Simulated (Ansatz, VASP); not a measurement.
## Fe: VASP beside Ansatz

```
Fe
1.0
     2.44224    0.00000    0.00000
    -1.22112    2.11505    0.00000
     0.00000    0.00000    3.85470
Fe
2
Direct
  0.33333 0.66667 0.25000
  0.66667 0.33333 0.75000
```

Change from the starting cell: volume scaled by 1.01, PAW files.

Alike in both runs: task electric field gradients; functional PBE; k mesh 17 × 17 × 10; occupations fermi-dirac, width 0.08 eV; no spin polarisation.

|  | VASP | Ansatz |
| --- | --- | --- |
| version | VASP 6.6.1 | Ansatz 0.2.0 |
| potentials or method | VASP PAW PBE potentials, release 64 (Fe) | PAW with Ansatz's default frozen-core files, scalar-relativistic |
| plane-wave cutoff (eV) | 520 | 420 |
| valence electrons in the cell | 16 | 32 |

Ansatz gave:

| Item | Value |
| --- | --- |
| pressure (GPa) | 7.6 |
| largest component of the traceless stress (GPa) | 0.81 |
| Vzz of the field gradient on the site that differs most (V/Å²) | -4.1 |

Task: Estimate VASP's values.

Result: Pressure (GPa): 6.9; largest component of the traceless stress (GPa): 0.66; Vzz of the field gradient on the site that differs most (V/Å²): -7.7.

The functional is the same, so the differences come from potentials, cutoffs and numerics. The two sets of potentials don't hold the same shells in valence.

Caveats: the run has no spin polarisation, though such a crystal can be magnetic. Spin polarisation is off, so any magnetic state and its effect on volume and gap are missing.
